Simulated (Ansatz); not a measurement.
# CuO (P4_2/mmc) in Ansatz: settings compared, part 2 of 2

Ansatz 0.2.0.

## 6. Single point, RPBE, 12.22 Å³/atom (volume scaled by 0.98)

input.yaml

```yaml
crystal:
  lattice:
    - [3.3990834929, 0.0, 0.0]
    - [0.0, 3.3990834929, 0.0]
    - [0.0, 0.0, 4.2318669172]
  atoms:
    - { symbol: Cu, position: [0.0, 0.5, 0.0] }
    - { symbol: Cu, position: [0.5, 0.0, 0.5] }
    - { symbol: O, position: [0.0, 0.0, 0.25] }
    - { symbol: O, position: [0.0, 0.0, 0.75] }
hamiltonian:
  xc: rpbe
  pseudopotentials: { kind: paw }
kpoints:
  mp_grid: { grid: [8, 8, 6] }
scf:
  occupations: { method: fermi_dirac, width: 0.05 }
output:
  forces: true
  stress: true
  eigenvalues: true
```

Potentials or basis: Ansatz PAW.

Started as:

```console
ansatz run input.yaml --threads 2 --pin off --max-ram 5632MiB --backend cpu --events-out ev --progress --plain --runs-dir out
```

Run time: 2.6 s. Hardware: 2 threads of Arm Neoverse V1, shared host; peak memory 0.35 GiB.

The run converged. Its results:

| Quantity | Value |
| --- | --- |
| Free energy | -14395.0273 eV |
| Pressure | 4.1 GPa |
| Band gap on the k mesh | none (metal or under the smearing width) |

Caveat: the pressure holds a Pulay correction of +0.5 GPa for the finite cutoff; the run has no spin polarisation, though such a crystal can be magnetic; semilocal functionals often make such compounds metallic where correlation or magnetic order opens a gap, which also shifts bond lengths; the PAW data sets come from PBE, with cores solved anew for the run's functional, which leaves a small shift of forces and pressure.

## 7. Single point, RPBE, 12.47 Å³/atom

Edit input.yaml of step 6 so:

```diff
@@ -2,5 +2,5 @@
   lattice:
-    - [3.3990834929, 0.0, 0.0]
-    - [0.0, 3.3990834929, 0.0]
-    - [0.0, 0.0, 4.2318669172]
+    - [3.42205097, 0.0, 0.0]
+    - [0.0, 3.42205097, 0.0]
+    - [0.0, 0.0, 4.26046148]
   atoms:
```

Started as:

```console
ansatz run input.yaml --threads 2 --pin off --max-ram 5632MiB --backend cpu --events-out ev --progress --plain --runs-dir out
```

Wall time 2.6 s (2 threads of Arm Neoverse V1, shared host); peak memory 0.36 GiB.

The run converged. Its results:

```yaml
Free_energy: -14395.0446 eV
Pressure: 1.6 GPa
Band_gap_on_the_k_mesh: none (metal or under the smearing width)
```

Caveat: the pressure holds a Pulay correction of +0.5 GPa for the finite cutoff; the run has no spin polarisation, though such a crystal can be magnetic; semilocal functionals often make such compounds metallic where correlation or magnetic order opens a gap, which also shifts bond lengths; the PAW data sets come from PBE, with cores solved anew for the run's functional, which leaves a small shift of forces and pressure.

## 8. Single point, RPBE, 12.72 Å³/atom (volume scaled by 1.02)

Edit input.yaml of step 7 so:

```diff
@@ -2,5 +2,5 @@
   lattice:
-    - [3.42205097, 0.0, 0.0]
-    - [0.0, 3.42205097, 0.0]
-    - [0.0, 0.0, 4.26046148]
+    - [3.4447142197, 0.0, 0.0]
+    - [0.0, 3.4447142197, 0.0]
+    - [0.0, 0.0, 4.288677279]
   atoms:
@@ -21 +21,5 @@
   eigenvalues: true
+  write_density: true
+  write_potential: true
+  elf: true
+  volumetric_format: npy
```

Started as:

```console
ansatz run input.yaml --threads 2 --pin off --max-ram 5632MiB --backend cpu --events-out ev --progress --plain --runs-dir out
```

Run time: 3.5 s. Hardware: 2 threads of Arm Neoverse V1, shared host; peak memory 0.36 GiB.

The run converged. Its results:

```yaml
Free_energy: -14395.0471 eV
Pressure: -0.7 GPa
Band_gap_on_the_k_mesh: none (metal or under the smearing width)
```

Caveat: the pressure holds a Pulay correction of +0.5 GPa for the finite cutoff; the run has no spin polarisation, though such a crystal can be magnetic; semilocal functionals often make such compounds metallic where correlation or magnetic order opens a gap, which also shifts bond lengths; the PAW data sets come from PBE, with cores solved anew for the run's functional, which leaves a small shift of forces and pressure.

## 9. Single point, RPBE, 12.97 Å³/atom (volume scaled by 1.04)

Edit input.yaml of step 8 so:

```diff
@@ -2,5 +2,5 @@
   lattice:
-    - [3.4447142197, 0.0, 0.0]
-    - [0.0, 3.4447142197, 0.0]
-    - [0.0, 0.0, 4.288677279]
+    - [3.4670831206, 0.0, 0.0]
+    - [0.0, 3.4670831206, 0.0]
+    - [0.0, 0.0, 4.3165266131]
   atoms:
@@ -21,5 +21 @@
   eigenvalues: true
-  write_density: true
-  write_potential: true
-  elf: true
-  volumetric_format: npy
```

Potentials or basis: Ansatz PAW.

Started as:

```console
ansatz run input.yaml --threads 2 --pin off --max-ram 5632MiB --backend cpu --events-out ev --progress --plain --runs-dir out
```

It took 2.7 s on 2 threads of Arm Neoverse V1, shared host; peak memory 0.36 GiB.

The run converged. Its results:

| Property | Result |
| --- | --- |
| Free energy | -14395.0367 eV |
| Pressure | -2.7 GPa |
| Band gap on the k mesh | none (metal or under the smearing width) |

Caveat: the pressure holds a Pulay correction of +0.5 GPa for the finite cutoff; the run has no spin polarisation, though such a crystal can be magnetic; semilocal functionals often make such compounds metallic where correlation or magnetic order opens a gap, which also shifts bond lengths; the PAW data sets come from PBE, with cores solved anew for the run's functional, which leaves a small shift of forces and pressure.

## 10. Single point, RPBE, 13.22 Å³/atom (volume scaled by 1.06)

Edit input.yaml of step 9 so:

```diff
@@ -2,5 +2,5 @@
   lattice:
-    - [3.4670831206, 0.0, 0.0]
-    - [0.0, 3.4670831206, 0.0]
-    - [0.0, 0.0, 4.3165266131]
+    - [3.489167048, 0.0, 0.0]
+    - [0.0, 3.489167048, 0.0]
+    - [0.0, 0.0, 4.3440211544]
   atoms:
@@ -21 +21,5 @@
   eigenvalues: true
+  write_density: true
+  write_potential: true
+  elf: true
+  volumetric_format: npy
```

Started as:

```console
ansatz run input.yaml --threads 2 --pin off --max-ram 5632MiB --backend cpu --events-out ev --progress --plain --runs-dir out
```

Wall time 3.6 s (2 threads of Arm Neoverse V1, shared host); peak memory 0.37 GiB.

It converged, with:

```
Free energy            : -14395.0143 eV
Pressure               : -4.5 GPa
Band gap on the k mesh : none (metal or under the smearing width)
```

Caveat: the pressure holds a Pulay correction of +0.5 GPa for the finite cutoff; the run has no spin polarisation, though such a crystal can be magnetic; semilocal functionals often make such compounds metallic where correlation or magnetic order opens a gap, which also shifts bond lengths; the PAW data sets come from PBE, with cores solved anew for the run's functional, which leaves a small shift of forces and pressure.

## 11. Equation of state, RPBE

No new run: the results of the series are fitted here.

Results:

```yaml
Equilibrium_volume: 12.64 Å³/atom
Bulk_modulus_at_fixed_shape_and_positions: 111 GPa
Pressure_derivative_of_the_bulk_modulus: 4.7
```

Energy against volume, from the lowest point:
| volume (Å³/atom) | energy (meV/atom) |
| --- | --- |
| 11.725 | 26.53 |
| 11.974 | 13.44 |
| 12.224 | 4.96 |
| 12.473 | 0.63 |
| 12.722 | 0.00 |
| 12.972 | 2.59 |
| 13.221 | 8.20 |

Caveat: the potentials were made for another functional, which shifts forces and pressure; the cell was scaled at fixed shape and fractional positions, which overstates the stiffness of a crystal with free parameters, most of all of layers and chains; the run has no spin polarisation, though such a crystal can be magnetic.

## 12. Overview

| task | level | k mesh | gap on the mesh (eV) |
| --- | --- | --- | --- |
| density of states | PBE | 8 × 8 × 6 | none |
| phonons | PBEsol | 7 × 7 × 5 | none |
| equation of state | RPBE | 8 × 8 × 6 | - |

Alike in all rows: potentials or basis Ansatz PAW; no spin polarisation; cell as given; cutoff (eV) 420; smearing fermi-dirac 0.05 eV.

Caveats: the run has no spin polarisation, though such a crystal can be magnetic; semilocal functionals often make such compounds metallic where correlation or magnetic order opens a gap, which also shifts bond lengths (some runs); the PAW data sets come from PBE, with cores solved anew for the run's functional, which leaves a small shift of forces and pressure (some runs); the potentials were made for another functional, which shifts forces and pressure (some runs); the cell was scaled at fixed shape and fractional positions, which overstates the stiffness of a crystal with free parameters, most of all of layers and chains (some runs).

Absolute energies hang on the potentials; compare differences alone.
